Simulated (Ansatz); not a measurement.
# SiO₂, one structure, two calculations

Cell: an entry of the Crystallography Open Database (COD), its atoms then relaxed with PBE in this cell.

Space group P2_13 (No. 198); a = 7.1600 Å.

```csv
site,Wyckoff,site symmetry,x,y,z
Si1,4a,.3.,0.2807,0.2807,0.2807
Si5,4a,.3.,0.0206,0.0206,0.0206
O9,4a,.3.,0.1505,0.1505,0.1505
O13,12b,1,0.6398,0.6616,0.0434
```

One atom of each set is listed.

First run. Computed with Ansatz: DFT, PBE, plane waves and PAW, scalar-relativistic, 420 eV cutoff, Γ-centred 4×4×4 k-points, Fermi–Dirac smearing 0.02 eV.

```tsv
site	V_zz (10²¹ V/m²)	η
Si1	0.40	0.00
Si5	-0.15	0.00
O9	10.60	0.00
O13	9.68	0.18
```

Second run. The same atoms and settings, except that the functional is r2SCAN and the cutoff is 500 eV.

Task: What does the second run give?

Result: 

```tsv
site	V_zz	η	change of V_zz
Si1	0.38	0.00	-0.02
Si5	-0.14	0.00	+0.01
O9	10.48	0.00	-0.12
O13	9.56	0.18	-0.12
```

The largest change of V_zz is on O9, from 10.60 to 10.48. In per cent, |V_zz| changes by -1 on O (all sites that start above 0.5).

The database positions were far from equilibrium, so the relaxed structure may not be the compound's real one.
For the second run: The largest force is 0.3 eV/Å, so the atoms aren't at the calculated equilibrium and relaxing them would move these values.
